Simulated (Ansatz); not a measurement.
**ZnS: ideal shear of a crystal plane**

All numbers below come from Ansatz, DFT r2SCAN, scalar-relativistic, plane waves, PAW. Settings: plane waves to 500 eV, k-mesh 7×7×3 (Γ-centred), Gaussian smearing 0.05 eV. No spin polarisation. Energies are free energies at this smearing, counted from the undisturbed cell; pressure is positive in compression.

Zero of the scan (as given, not relaxed at this level; it stands at -0.9 GPa):

```
Zn S
1.0
     2.70465   -2.70465    0.00000
     2.70465    0.00000   -2.70465
     5.40930    5.40930    5.40930
Zn S
3 3
Direct
  0.66667 0.66667 0.12503
  0.00000 0.00000 0.79170
  0.33333 0.33333 0.45837
  0.66667 0.66667 0.87503
  0.00000 0.00000 0.54170
  0.33333 0.33333 0.20837
```

The cut lies on the cell's a–b face, a (1 -1 1) plane (indices in the standard cell, whose axes needn't be the Cartesian ones shown) of area 12.67 Å², between layers 2.34 Å apart. Vector c is tilted by f times 1·a + 0·b (length 3.825 Å) with the atoms' Cartesian places fixed: one unrelaxed fault a cell. The traction is dγ/du, the slope of γ against the slip u in Å. Some rows repeat others by symmetry and weren't run.

```
     f  γ (mJ/m²) traction (GPa)
0.0000          0             0.0
0.1000         63             3.4
0.2000        259             6.8
0.3000        561             8.5
0.4000        860             6.3
0.5000        989             0.0
0.6000        860            -6.3
0.7000        561            -8.5
0.8000        259            -6.8
0.9000         63            -3.4
```

Problem. Read off the first barrier and the stress needed to climb it, and compare with Frenkel's sinusoid.

Solution. The first sampled maximum lies at f = 0.500, a slip of 1.91 Å, with γ ≈ 989 mJ/m², which stands in for the unstable fault energy γ_us, and the steepest sampled slope before it is 8.5 GPa. A sinusoid γ = γ_us sin²(πu/λ) with its maximum there has λ = 3.82 Å and a largest slope πγ_us/λ = 8.1 GPa (1 mJ/m² per Å = 0.01 GPa). The stand-in is too high: the stress and forces give a traction of 3.5 GPa across the line at this point, so it is no saddle, and slip that bends off the line crosses lower.

Problem. Is there a metastable fault on this line?

Solution. Apart from points where γ returns to about zero, no local minimum shows among the samples, so at this sampling the line offers no fault for a dislocation to split on; a fault can still lie off the line.

The cut is rigid; relaxing the faces lowers these energies and usually the stresses.

Cost: 6 runs of about 5.6 core-minutes in all, on Arm Neoverse V2 (shared hosts).